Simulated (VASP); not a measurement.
Wanted: an ASE script for a VASP 6.6.1 run.

```
Task                   : single point
Functional             : SCAN
Dispersion             : D3(BJ)
Potentials or basis    : VASP PAW PBE potentials, release 64 (S_h, Mg)
Cutoff                 : 900 eV
k mesh                 : 8 × 8 × 8
Occupations            : tetrahedron
Spin                   : no spin polarisation
Further INCAR settings : ALGO = Normal; EDIFF = 1.00e-07; NBANDS = 11
```

Crystal: MgS.

```
S Mg
1.0
     0.00000    2.83312    2.83312
     2.83312    0.00000    2.83312
     2.83312    2.83312    0.00000
S Mg
1 1
Direct
  0.75000 0.75000 0.75000
  0.00000 0.00000 0.00000
```

The cell comes from a database or a generator and needn't be the stable form of this composition.

The input as run:

run.py

```python
from ase.calculators.vasp import Vasp
from ase.dft.bandgap import bandgap
from ase.spacegroup import crystal

atoms = crystal(
    ['S', 'Mg'],
    basis=[[0.25, 0.25, 0.75], [0.0, 0.0, 0.0]],
    spacegroup=216,
    setting=1,
    cellpar=[5.66624009, 5.66624009, 5.66624009, 90.0, 90.0, 90.0],
    primitive_cell=True,
)
calc = Vasp(
    directory='calc',
    xc='scan',
    pp='PBE',
    setups={'base': 'minimal', 'S': '_h'},
    prec='Accurate',
    encut=900,
    ediff=1e-07,
    ismear=-5,
    sigma=0.05,
    lreal=False,
    lasph=True,
    nelm=60,
    algo='Normal',
    isif=2,
    lwave=False,
    lcharg=False,
    lmixtau=True,
    ivdw=12,
    kpts=[8, 8, 8],
    gamma=True,
    nbands=11,
)
atoms.calc = calc

print('energy (eV):', atoms.get_potential_energy())
print('free energy (eV):', atoms.get_potential_energy(force_consistent=True))
print('forces (eV/A):')
print(atoms.get_forces())
print('stress (eV/A^3, Voigt):', atoms.get_stress())
print('Fermi level (eV):', calc.get_fermi_level())
gap, top, bottom = bandgap(calc)
print('band gap (eV):', gap, 'from (spin, k, band)', top, 'to', bottom)
```

Potentials or basis: VASP PAW PBE potentials, release 64 (S_h, Mg).

Run with:

```bash
$ python run.py
```

Results of the run:

The pressure is -1.4 GPa. The band gap on the k mesh is 4.10 eV, direct. The dispersion energy per atom is -0.088 eV.

Caveat: the PAW data sets were made with another functional, which shifts forces and pressure a little.

Run time: 2.3 min on 1 thread of AMD EPYC 9R45 (Zen 5) (shared host), peak memory 0.24 GiB.
